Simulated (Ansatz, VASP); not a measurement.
Ge in VASP and in Ansatz

INCAR

```
PREC     = Accurate       # precision mode
ENCUT    = 520            # plane-wave cutoff, eV
EDIFF    = 1E-7           # SCF threshold, eV
ISMEAR   = -1             # smearing method
SIGMA    = 0.05           # smearing width, eV
LREAL    = False          # projectors in reciprocal space
LASPH    = True           # aspherical terms in the spheres
NELM     = 60             # most SCF steps
ALGO     = Normal         # electronic algorithm
ISIF     = 2              # what is computed and relaxed
LWAVE    = False          # write WAVECAR
LCHARG   = True           # write CHGCAR
GGA      = CA             # functional
LELF     = True           # ELF
LVHAR    = True         
NBANDS   = 13             # bands
```

File KPOINTS:

```
Automatic mesh
0
Gamma
  11 11 10
```

POSCAR

```
Ge
1.0
    1.4245510352     -2.6515194585      0.0000000000
    1.4245510352      2.6515194585      0.0000000000
    0.0000000000      0.0000000000      2.7511509255
Ge
1
Direct
    0.5000000000      0.5000000000      0.0000000000
```

File input.yaml:

```yaml
crystal:
  lattice:
    - [1.4245510352, -2.6515194585, 0.0]
    - [1.4245510352, 2.6515194585, 0.0]
    - [0.0, 0.0, 2.7511509255]
  atoms:
    - { symbol: Ge, position: [0.5, 0.5, 0.0] }
kpoints:
  mp_grid: { grid: [11, 11, 10] }
scf:
  occupations: { method: fermi_dirac, width: 0.05 }
hamiltonian:
  xc: lda
  pseudopotentials: { kind: all_electron, lapw: { basis_error: 0.001 } }
output:
  forces: true
  stress: true
  eigenvalues: true
```

Change from the starting cell: volume scaled by 1.06.

Alike in both runs: task single point; functional LDA; k mesh 11 × 11 × 10; occupations fermi-dirac, width 0.05 eV; no spin polarisation.

```csv
,VASP,Ansatz
version,VASP 6.6.1,Ansatz 0.2.0
potentials or method,"VASP PAW LDA potentials, release 64 (Ge_d)","all-electron LAPW, scalar-relativistic"
plane-wave cutoff (eV),520,see its input
```

VASP gave:

* gap on the k mesh at the Fermi level (eV): none
* pressure (GPa): -8.3
* largest component of the traceless stress (GPa): 1.24

Problem. What did Ansatz give for the same quantities?

Solution. gap on the k mesh at the Fermi level (eV): none; pressure (GPa): -8.3; largest component of the traceless stress (GPa): 1.23.

A gap of «none» marks a metal or a gap that the smearing closes. Ansatz ran all-electron here, so the differences hold the error of VASP's frozen core and of both bases.
